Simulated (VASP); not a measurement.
# Nb5C6 in VASP: notebook

The runs below take Nb5C6 through single point, with PBE.

Program: VASP 6.6.1. These are calculated values, not measurements. Logs are shortened: lines on timing, memory, paths and dates and some standing lists are left out, and cuts for length are marked.

**1. The structure**

The cell holds a slab with vacuum, 11 atoms: a = 3.111 Å, b = 3.111 Å, c = 34.702 Å, α = 90.00°, β = 90.00°, γ = 120.00°.

**2. Single point, PBE**

Contents of INCAR:

```
PREC = Accurate
ENCUT = 650
EDIFF = 1E-7
ISMEAR = 1
SIGMA = 0.1
LREAL = False
LASPH = True
NELM = 120
ALGO = Normal
ISIF = 2
LWAVE = False
LCHARG = False
LDIPOL = True
IDIPOL = 3
DIPOL = 0.5 0.5 0.500
GGA = PE
NBANDS = 64
LVHAR = True
LVACPOTAV = True
```

Contents of KPOINTS:

```
Automatic mesh
0
Gamma
  12 12 1
```

Contents of POSCAR:

```
Nb5C6
1.0
    3.1112698372      0.0000000000      0.0000000000
   -1.5556349186      2.6944387171      0.0000000000
    0.0000000000      0.0000000000     34.7017059222
C Nb
6 5
Direct
    0.3333333333      0.6666666667      0.3169872981
    0.0000000000      0.0000000000      0.3901923789
    0.6666666667      0.3333333333      0.4633974596
    0.3333333333      0.6666666667      0.5366025404
    0.0000000000      0.0000000000      0.6098076211
    0.6666666667      0.3333333333      0.6830127019
    0.6666666667      0.3333333333      0.3535898385
    0.3333333333      0.6666666667      0.4267949192
    0.0000000000      0.0000000000      0.5000000000
    0.6666666667      0.3333333333      0.5732050808
    0.3333333333      0.6666666667      0.6464101615
```

Potentials or basis: VASP PAW PBE potentials, release 64 (C, Nb_sv).

The run is started by

```console
$ cat potpaw_PBE.64/C/POTCAR potpaw_PBE.64/Nb_sv/POTCAR > POTCAR
$ mpirun -np 1 vasp_std > vasp.out
```

OUTCAR:

```text
PREC = Accurate
   ENCUT = 650
   EDIFF = 1E-7
   ISMEAR = 1
   LREAL = False
   LASPH = True
   NELM = 120
   ISIF = 2
   GGA = PE

 Found     19 irreducible k-points:

 Following reciprocal coordinates:
            Coordinates               Weight
  0.000000  0.000000  0.000000      1.000000
  0.083333  0.000000  0.000000      6.000000
  0.166667  0.000000  0.000000      6.000000
  0.250000  0.000000  0.000000      6.000000
  0.333333  0.000000  0.000000      6.000000
  0.416667  0.000000  0.000000      6.000000
   k-points           NKPTS =     19   k-points in BZ     NKDIM =     19   number of bands    NBANDS=     64
   number of dos      NEDOS =    301   number of ions     NIONS =     11
   total plane-waves  NPLWV = 230496
   dimension x,y,z NGX =    28 NGY =   28 NGZ =  294
   dimension x,y,z NGXF=    56 NGYF=   56 NGZF=  588
   ions per type =               6   5
   NGX,Y,Z   is equivalent  to a cutoff of  14.96, 14.96, 14.08 a.u.
   NGXF,Y,Z  is equivalent  to a cutoff of  29.92, 29.92, 28.17 a.u.
 SYSTEM =  unknown system
   PREC   = accura    normal or accurate (medium, high low for compatibility)
   ISTART =      0    job   : 0-new  1-cont  2-samecut
   ICHARG =      2    charge: 1-file 2-atom 10-const
   ISPIN  =      1    spin polarized calculation?
   LNONCOLLINEAR =      F non collinear calculations
   LSORBIT =      F    spin-orbit coupling
   LASPH  =      T    aspherical Exc in radial PAW
   ENCUT  =  650.0 eV  47.77 Ry    6.91 a.u.   6.47  6.47 72.14*2*pi/ulx,y,z
   NELM   =    120;   NELMIN=  2; NELMDL= -5     # of ELM steps
   EDIFF  = 0.1E-06   stopping-criterion for ELM
   LREAL  =      F    real-space projection
   EDIFFG = 0.1E-05   stopping-criterion for IOM
   NSW    =      0    number of steps for IOM
   IBRION =     -1    ionic relax: 0-MD 1-quasi-New 2-CG
   NFREE  =      0    steps in history (QN), initial steepest desc. (CG)
   ISIF   =      2    stress and relaxation
   ISYM   =      2    0-nonsym 1-usesym 2-fastsym
   POTIM  = 0.5000    time-step for ionic-motion
   TEBEG  =    0.0;   TEEND  =   0.0 temperature during run
   PSTRESS=    0.0 pullay stress
   NELECT =      89.0000    total number of electrons
   NUPDOWN=      -1.0000    fix difference up-down
   EMIN   =  10.00;   EMAX   =-10.00  energy-range for DOS
   EFERMI =   0.00;   METHOD = LEGACY
   ISMEAR =     1;   SIGMA  =   0.10  broadening in eV -4-tet -1-fermi 0-gaus
   EFERMI_NEDOS =   21; number of points for ismear=-14 and -15
   IALGO  =     38    algorithm
   IMIX   =      4    mixing-type and parameters
     AMIX     =   0.40;   BMIX     =  1.00
     AMIX_MAG =   1.60;   BMIX_MAG =  1.00
  volume/ion in A,a.u.               =      26.45       178.47
  Fermi-wavevector in a.u.,A,eV,Ry     =   1.103111  2.084578 16.556303  1.216854
  Thomas-Fermi vector in A             =   2.239564
   LORBIT       =      0    0 simple, 1 ext, 2 COOP (PROOUT), +10 PAW based schemes
   GGA     = PE    functional components
   LHFCALC =     F    Hartree Fock is set to
   AEXX    =    0.0000 exact exchange contribution
   IVDW    =     0    specifies the selected vdW correction
   LEPSILON=     F    determine dielectric tensor
   LRPA    =     F    only Hartree local field effects (RPA)
 non-spin polarized calculation
 Methfessel and Paxton  Order N= 1 SIGMA  =   0.10
  energy-cutoff  :      650.00
  volume of cell :      290.91
 maximum number of plane-waves:     11029
 NGX is ok and might be reduce to    28
   NGX = 13   NGY = 13   NGZ =145

 dipolmoment           0.000000      0.000000     -0.000000 electrons x Angstroem

 number of electron      89.0000003 magnetization

 dipolmoment           0.000000      0.000000      0.000000 electrons x Angstroem

 Free energy of the ion-electron system (eV)
  ---------------------------------------------------
  ext. energy  EPLUGINS =         0.00000000
  ---------------------------------------------------
  free energy    TOTEN  =      -105.04245286 eV

  energy without entropy =     -105.04088678  energy(sigma->0) =     -105.04193083

 E-fermi :   0.9536     XC(G=0):  -5.7671

 val. band max:        0.9365184385   @ k =   0.2500   0.1667   0.0000
 cond. band min:       0.9619835120   @ k =   0.5000   0.0000   0.0000
 fundamental gap:      0.0254650734
 Fermi energy:         0.9535806452

 k-point     1 :       0.0000    0.0000    0.0000
  band No.  band energies     occupation
      1     -54.7099      2.00000
      2     -54.6272      2.00000
      3     -54.6005      2.00000
      4     -53.8366      2.00000
      5     -53.8365      2.00000
      6     -31.2746      2.00000
[... 48 lines left out ...]
     55       2.8512     -0.00000
     56       3.2522      0.00000

 k-point     2 :       0.0833    0.0000    0.0000
  band No.  band energies     occupation
      1     -54.7029      2.00000
      2     -54.6212      2.00000
      3     -54.5957      2.00000
      4     -53.8308      2.00000
      5     -53.8308      2.00000
      6     -31.2552      2.00000
[... 48 lines left out ...]
     55       3.0334      0.00000
     56       3.2972      0.00000

 k-point     3 :       0.1667    0.0000    0.0000
  band No.  band energies     occupation
      1     -54.6834      2.00000
      2     -54.6050      2.00000
      3     -54.5829      2.00000
      4     -53.8150      2.00000
      5     -53.8150      2.00000
      6     -31.2019      2.00000
[... 48 lines left out ...]
     55       3.2782      0.00000
     56       3.6004      0.00000

 k-point     4 :       0.2500    0.0000    0.0000
  band No.  band energies     occupation
      1     -54.6562      2.00000
      2     -54.5826      2.00000
      3     -54.5658      2.00000
      4     -53.7933      2.00000
      5     -53.7933      2.00000
      6     -31.1345      2.00000
[... 48 lines left out ...]
     55       3.7878      0.00000
     56       4.2502      0.00000

 k-point     5 :       0.3333    0.0000    0.0000
  band No.  band energies     occupation
      1     -54.6282      2.00000
      2     -54.5601      2.00000
      3     -54.5492      2.00000
      4     -53.7716      2.00000
      5     -53.7716      2.00000
      6     -31.1560      2.00000
[... 48 lines left out ...]
     55       4.0675      0.00000
     56       4.5172      0.00000

 k-point     6 :       0.4167    0.0000    0.0000
  band No.  band energies     occupation
      1     -54.6070      2.00000
      2     -54.5436      2.00000
      3     -54.5377      2.00000
      4     -53.7556      2.00000
      5     -53.7556      2.00000
      6     -31.2821      2.00000
[... 48 lines left out ...]
     55       4.4387      0.00000
     56       4.5667      0.00000

 [... further k-points ...]

 [bands above 56 left out]

------------------------ aborting loop because EDIFF is reached ----------------------------------------

  FORCE on cell =-STRESS in cart. coord.  units (eV):
  Direction    XX          YY          ZZ          XY          YZ          ZX
  --------------------------------------------------------------------------------------
  -------------------------------------------------------------------------------------
  Total       10.2313786     10.2313786      5.0941207     -0.0000000      0.0000000      0.0000000
  in kB       56.3492220     56.3492220     28.0558224     -0.0000000      0.0000000      0.0000000
  external PRESSURE =      46.9180888 kB  Pullay stress =       0.0000000 kB

 VOLUME and BASIS-vectors are now :
 -----------------------------------------------------------------------------
  energy-cutoff  :      650.00
  volume of cell :      290.91
      direct lattice vectors                 reciprocal lattice vectors
     3.111269837  0.000000000  0.000000000     0.321412173  0.185567405  0.000000000
    -1.555634919  2.694438717  0.000000000     0.000000000  0.371134810  0.000000000
     0.000000000  0.000000000 34.701705922     0.000000000  0.000000000  0.028817027

 POSITION                                       TOTAL-FORCE (eV/Angst)
 -----------------------------------------------------------------------------------
     -0.00000      1.79629     11.00000        -0.000000      0.000000      2.170128
      0.00000      0.00000     13.54034         0.000000      0.000000      0.333775
      1.55563      0.89815     16.08068         0.000000      0.000000     -0.033590
     -0.00000      1.79629     18.62102         0.000000     -0.000000      0.033590
      0.00000      0.00000     21.16136         0.000000     -0.000000     -0.333775
      1.55563      0.89815     23.70171         0.000000     -0.000000     -2.170128
      1.55563      0.89815     12.27017         0.000000     -0.000000     -3.412119
     -0.00000      1.79629     14.81051        -0.000000      0.000000     -0.119524
      0.00000      0.00000     17.35085         0.000000      0.000000     -0.000000
      1.55563      0.89815     19.89119        -0.000000      0.000000      0.119524
     -0.00000      1.79629     22.43154        -0.000000      0.000000      3.412119
 -----------------------------------------------------------------------------------
    total drift:                                0.000000     -0.000000      0.000000

  FREE ENERGIE OF THE ION-ELECTRON SYSTEM (eV)
  ---------------------------------------------------
  free  energy   TOTEN  =      -105.0424528567 eV

  energy  without entropy=     -105.0408867835  energy(sigma->0) =     -105.04193083

 vacuum level on the upper side and lower side of the slab         7.444         7.444
```

Run time: 10 min. Hardware: 1 thread of Intel Xeon 6975P-C (Granite Rapids), shared host; peak memory 0.74 GiB.

These settings aren't checked as converged: the numbers below hold their error.

Results:

- Free energy: -105.0425 eV
- Largest force: 3.412 eV/Å
- Band gap on the k mesh: none (metal or under the smearing width)
- Work function of the upper face: 6.49 eV
- Work function of the lower face: 6.49 eV

**3. Single point, PBE**

This run uses another cell than the first one, of 18.83 Å³/atom, 0.712 times its volume.

INCAR, as its differences from that of step 2:

```diff
@@ -1,3 +1,3 @@
 PREC = Accurate
-ENCUT = 650
+ENCUT = 280
 EDIFF = 1E-7
```

Contents of KPOINTS:

```
Automatic mesh
0
Gamma
  4 4 1
```

Contents of POSCAR:

```
Nb5C6
1.0
    3.1112698372      0.0000000000      0.0000000000
   -1.5556349186      2.6944387171      0.0000000000
    0.0000000000      0.0000000000     24.7017059222
C Nb
6 5
Direct
    0.3333333333      0.6666666667      0.2428982038
    0.0000000000      0.0000000000      0.3457389223
    0.6666666667      0.3333333333      0.4485796408
    0.3333333333      0.6666666667      0.5514203592
    0.0000000000      0.0000000000      0.6542610777
    0.6666666667      0.3333333333      0.7571017962
    0.6666666667      0.3333333333      0.2943185631
    0.3333333333      0.6666666667      0.3971592815
    0.0000000000      0.0000000000      0.5000000000
    0.6666666667      0.3333333333      0.6028407185
    0.3333333333      0.6666666667      0.7056814369
```

Potentials or basis: VASP PAW PBE potentials, release 64 (C, Nb_sv).

The run is started by

```console
$ cat potpaw_PBE.64/C/POTCAR potpaw_PBE.64/Nb_sv/POTCAR > POTCAR
$ mpirun -np 1 vasp_std > vasp.out
```

Run time: 30 s. Hardware: 1 thread of Intel Xeon 6975P-C (Granite Rapids), shared host; peak memory 0.2 GiB.

The run converged, but a check on its numbers failed (symmetry, net force, bounds or a known fault of this set-up), so they aren't taken as properties of the slab.

Caveat: the k mesh is coarse (spacing up to 0.58 Å⁻¹), so the values aren't converged; the cutoff lies under the usual one of these potentials, so the numbers hold a large basis-set error.

**4. Single point, PBE**

This run uses another cell than the first one, of 18.83 Å³/atom, 0.712 times its volume.

INCAR, as its differences from that of step 3:

```diff
@@ -1,3 +1,3 @@
 PREC = Accurate
-ENCUT = 280
+ENCUT = 520
 EDIFF = 1E-7
```

KPOINTS is that of step 3.

POSCAR is that of step 3.

Potentials or basis: VASP PAW PBE potentials, release 64 (C, Nb_sv).

The run is started by

```console
$ cat potpaw_PBE.64/C/POTCAR potpaw_PBE.64/Nb_sv/POTCAR > POTCAR
$ mpirun -np 1 vasp_std > vasp.out
```

OUTCAR:

```text
PREC = Accurate
   ENCUT = 520
   EDIFF = 1E-7
   ISMEAR = 1
   LREAL = False
   LASPH = True
   NELM = 120
   ISIF = 2
   GGA = PE

 Found      4 irreducible k-points:

 Following reciprocal coordinates:
            Coordinates               Weight
  0.000000  0.000000  0.000000      1.000000
  0.250000 -0.000000  0.000000      6.000000
  0.500000 -0.000000  0.000000      3.000000
  0.250000  0.250000  0.000000      6.000000
   k-points           NKPTS =      4   k-points in BZ     NKDIM =      4   number of bands    NBANDS=     64
   number of dos      NEDOS =    301   number of ions     NIONS =     11
[... 325 lines left out ...]
 -----------------------------------------------------------------------------
  energy-cutoff  :      520.00
  volume of cell :      207.08
      direct lattice vectors                 reciprocal lattice vectors
     3.111269837  0.000000000  0.000000000     0.321412173  0.185567405  0.000000000
    -1.555634919  2.694438717  0.000000000     0.000000000  0.371134810  0.000000000
     0.000000000  0.000000000 24.701705922     0.000000000  0.000000000  0.040483034

 POSITION                                       TOTAL-FORCE (eV/Angst)
 -----------------------------------------------------------------------------------
     -0.00000      1.79629      6.00000         0.000000     -0.000000      2.172919
      0.00000      0.00000      8.54034         0.000000      0.000000      0.605166
      1.55563      0.89815     11.08068         0.000000     -0.000000      0.201502
     -0.00000      1.79629     13.62102        -0.000000      0.000000     -0.201502
      0.00000      0.00000     16.16136         0.000000      0.000000     -0.605166
      1.55563      0.89815     18.70171         0.000000      0.000000     -2.172919
      1.55563      0.89815      7.27017        -0.000000      0.000000     -3.466114
     -0.00000      1.79629      9.81051         0.000000      0.000000     -0.762047
      0.00000      0.00000     12.35085         0.000000      0.000000      0.000000
      1.55563      0.89815     14.89119        -0.000000     -0.000000      0.762047
     -0.00000      1.79629     17.43154        -0.000000     -0.000000      3.466114
 -----------------------------------------------------------------------------------
    total drift:                                0.000000     -0.000000      0.000000

  FREE ENERGIE OF THE ION-ELECTRON SYSTEM (eV)
  ---------------------------------------------------
  free  energy   TOTEN  =      -104.8200373615 eV

  energy  without entropy=     -104.8212054442  energy(sigma->0) =     -104.82042672

 vacuum level on the upper side and lower side of the slab        10.505        10.505
```

Wall time 55 s (1 thread of Intel Xeon 6975P-C (Granite Rapids), shared host); peak memory 0.33 GiB.

These settings aren't checked as converged: the numbers below hold their error.

Results:

```yaml
Free_energy: -104.8200 eV
Largest_force: 3.466 eV/Å
Band_gap_on_the_k_mesh: none (metal or under the smearing width)
Work_function_of_the_upper_face: 6.57 eV
Work_function_of_the_lower_face: 6.57 eV
```

Caveat: the k mesh is coarse (spacing up to 0.58 Å⁻¹), so the values aren't converged.

**5. Single point, PBE**

This run uses another cell than the first one, of 12.73 Å³/atom, 0.481 times its volume.

INCAR, as its differences from that of step 4:

```diff
@@ -1,3 +1,3 @@
 PREC = Accurate
-ENCUT = 520
+ENCUT = 460
 EDIFF = 1E-7
```

Contents of KPOINTS:

```
Automatic mesh
0
Gamma
  10 10 1
```

Contents of POSCAR:

```
Nb5C6
1.0
    3.1112698372      0.0000000000      0.0000000000
   -1.5556349186      2.6944387171      0.0000000000
    0.0000000000      0.0000000000     16.7017059222
C Nb
6 5
Direct
    0.3333333333      0.6666666667      0.1197482466
    0.0000000000      0.0000000000      0.2718489480
    0.6666666667      0.3333333333      0.4239496493
    0.3333333333      0.6666666667      0.5760503507
    0.0000000000      0.0000000000      0.7281510520
    0.6666666667      0.3333333333      0.8802517534
    0.6666666667      0.3333333333      0.1957985973
    0.3333333333      0.6666666667      0.3478992987
    0.0000000000      0.0000000000      0.5000000000
    0.6666666667      0.3333333333      0.6521007013
    0.3333333333      0.6666666667      0.8042014027
```

The run is started by

```console
$ cat potpaw_PBE.64/C/POTCAR potpaw_PBE.64/Nb_sv/POTCAR > POTCAR
$ mpirun -np 1 vasp_std > vasp.out
```

It took 75 s on 1 thread of Intel Xeon 6975P-C (Granite Rapids), shared host; peak memory 0.28 GiB.

These settings aren't checked as converged: the numbers below hold their error.

Results:

| Item | Value |
| --- | --- |
| Free energy | -105.0441 eV |
| Largest force | 3.396 eV/Å |
| Band gap on the k mesh | none (metal or under the smearing width) |

Caveat: the cutoff is under 1.25 times the usual one of these potentials, so pressure, stress and relaxed cells hold a basis-set (Pulay) error.
